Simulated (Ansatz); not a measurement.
# SiC (rock salt): the cost of one run

Method: DFT PBEsol, scalar-relativistic, plane waves, PAW, in Ansatz 0.2.0.

**1. The starting structure**

It takes space group Fm-3m (No. 225, cubic). The conventional cell has a = 4.080 Å, b = 4.080 Å, c = 4.080 Å, α = 90.00°, β = 90.00°, γ = 90.00°. Si (site symmetry m-3m) has 6 C at 2.04 Å as nearest neighbours. C (site symmetry m-3m) has 6 Si at 2.04 Å as nearest neighbours.

Structure file:

```cif
data_structure
_symmetry_space_group_name_H-M 'P 1'
_symmetry_Int_Tables_number 1
_cell_length_a 2.8850
_cell_length_b 2.8850
_cell_length_c 2.8850
_cell_angle_alpha 60.000
_cell_angle_beta 60.000
_cell_angle_gamma 60.000
_cell_volume 16.98
loop_
_atom_site_label
_atom_site_type_symbol
_atom_site_fract_x
_atom_site_fract_y
_atom_site_fract_z
_atom_site_occupancy
Si1 Si 0.00000 0.00000 0.00000 1
C1 C 0.50000 0.50000 0.50000 1
```

**2. Volume × 1.03**

input.yaml

```yaml
crystal:
  lattice:
    - [0.0, 2.0400013008, 2.0400013008]
    - [2.0400013008, 0.0, 2.0400013008]
    - [2.0400013008, 2.0400013008, 0.0]
  atoms:
    - { symbol: Si, position: [0.0, 0.0, 0.0] }
    - { symbol: C, position: [0.5, 0.5, 0.5] }
scf:
  occupations: { method: gaussian, width: 0.05 }
output:
  forces: true
  stress: true
  eigenvalues: true
  write_density: true
  write_potential: true
  elf: true
  volumetric_format: npy
hamiltonian:
  xc: pbesol
basis:
  ecutwfc: 560
kpoints:
  mp_grid: { grid: [16, 16, 16] }
```

Run with:

```console
$ ansatz run input.yaml --threads 1 --pin off --max-ram 2867MiB --backend cpu --events-out ev --progress --plain --runs-dir out
```

Q: Estimate wall time and peak memory on 1 thread of Intel Xeon at 2.30GHz, shared host.

About 3.1 s, with a peak of 0.37 GiB.
